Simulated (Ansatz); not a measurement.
InSe:

```
In Se
1.0
     4.04733    0.00000    0.00000
    -2.02366    3.50509    0.00000
     0.00000    0.00000   18.05206
In Se
4 4
Direct
  0.33333 0.66667 0.07739
  0.33333 0.66667 0.92261
  0.00000 0.00000 0.42261
  0.00000 0.00000 0.57739
  0.33333 0.66667 0.35298
  0.33333 0.66667 0.64702
  0.66667 0.33333 0.14700
  0.66667 0.33333 0.85300
```

Measurements of this composition are mostly on another form, of space group No. 160.

- Program: Ansatz 0.2.0
- Task: relaxation of cell and atoms
- Functional: BLYP
- Dispersion: D3(BJ)
- Potentials or basis: Ansatz PAW
- Cutoff: 420 eV (not typed: the program's choice for these potentials)
- k mesh: 8 × 8 × 2
- Occupations: fermi-dirac, width 0.05 eV
- Spin: no spin polarisation

At the start: volume 32.01 Å³/atom.

How do energy, volume and symmetry change on relaxing?

It ends after 7 steps and the volume is 29.17 Å³/atom (-8.9 %); space group P-6m2 (No. 187, to 0.05 Å).

Step by step:
```csv
step,energy change (eV),largest force (eV/Å),volume (Å³)
1,0.0000,0.4501,256.09
2,-0.1703,0.4260,247.12
3,-0.3283,0.1728,235.87
4,-0.3511,0.1097,230.43
5,-0.3575,0.0149,233.97
6,-0.3577,0.0050,233.33
7,-0.3552,0.0046,233.33
```

Final structure:
```
In Se
1.0
     4.07107    0.00000    0.00000
    -2.03553    3.52565    0.00000
     0.00000    0.00000   16.25605
In Se
4 4
Direct
  0.33333 0.66667 0.08587
  0.33333 0.66667 0.91413
  0.00000 0.00000 0.41415
  0.00000 0.00000 0.58585
  0.33333 0.66667 0.33580
  0.33333 0.66667 0.66420
  0.66667 0.33333 0.16456
  0.66667 0.33333 0.83544
```

Caveat: the plane-wave basis is chosen anew once the cell has moved, so the energies of steps on either side of that aren't comparable; the PAW data sets come from PBE, with cores solved anew for the run's functional, which leaves a small shift of forces and pressure.
